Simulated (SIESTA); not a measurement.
Something may be wrong with this SIESTA 5.4.2 calculation of Se.

File Se.fdf:

```
SystemName                      Selenium
SystemLabel                     Se
NumberOfSpecies                 1
NumberOfAtoms                   3
%block ChemicalSpeciesLabel
  1  34 Se
%endblock ChemicalSpeciesLabel

LatticeConstant                 1.0 Ang
%block LatticeVectors
     4.0532210331     0.0000000000     0.0000000000
    -2.0266105165     3.5101923818     0.0000000000
     0.0000000000     0.0000000000     4.5985148892
%endblock LatticeVectors
AtomicCoordinatesFormat         Fractional
%block AtomicCoordinatesAndAtomicSpecies
     0.7746000000     0.7746000000     0.0000000000  1  Se
     0.0000000000     0.2254000000     0.6666666667  1  Se
     0.2254000000     0.0000000000     0.3333333333  1  Se
%endblock AtomicCoordinatesAndAtomicSpecies

%block kgrid.MonkhorstPack
    5   0   0  0.0
    0   5   0  0.0
    0   0   4  0.0
%endblock kgrid.MonkhorstPack
XC.Functional                   VDW
XC.Authors                      LMKLL
PAO.BasisSize                   SZP
PAO.EnergyShift                 0.01 Ry
Mesh.Cutoff                     750 Ry
OccupationFunction              tetrahedron
ElectronicTemperature           0.05 eV
MaxSCFIterations                75
SCF.MustConverge                false
SCF.Mixer.Method                Pulay
SCF.Mixer.Weight                0.25
SCF.Mixer.History               8
SCF.DM.Tolerance                1.0e-05
SCF.H.Tolerance                 1.0e-04 eV
WriteForces                     true
Charge.Mulliken                 end
MD.TypeOfRun                    FC
FC.First                        1
FC.Last                         3
FC.Displacement                 0.04 Bohr
```

Potentials or basis: PseudoDojo 0.4 standard (PBE files), SZP (energy shift 0.01 Ry).

Run with:

```bash
$ siesta Se.fdf > Se.out 2>&1
```

Se.out:

```text
Version         : 5.4.2

                           ***********************
                           *  WELCOME TO SIESTA  *
                           ***********************

 NOTE: Siesta V5 introduces some new defaults for basis-set generation
 NOTE: which might lead to slightly different numerical results.
 NOTE: Please see the manual for full details and compatibility measures.

[... 346 lines left out ...]
outcell: Cell volume (Ang**3)        :     65.4258
new_DM -- step:     1
Initializing Density Matrix...

Attempting to read DM from file... Failed...
DM filled with atomic data:

InitMesh: MESH = 60 x 60 x 80 = 288000
InitMesh: Mesh cutoff (required, used) =   750.000   807.500 Ry
fermid: Error: Allowed values for OccupationFunction are FD, MP, Cold
Stopping Program from Node:    0
fermid: Error: Allowed values for OccupationFunction are FD, MP, Cold
Stopping Program from Node:    0
```

Among its messages:

```text
xc_check: WARNING: Pseudopotential generated with GGA PBE functional
```

Task: What happened, and what is wrong with the input?

Result: The input was rejected before any iteration. The input holds a flaw that was put in on purpose: unknown occupation function (OccupationFunction = tetrahedron).
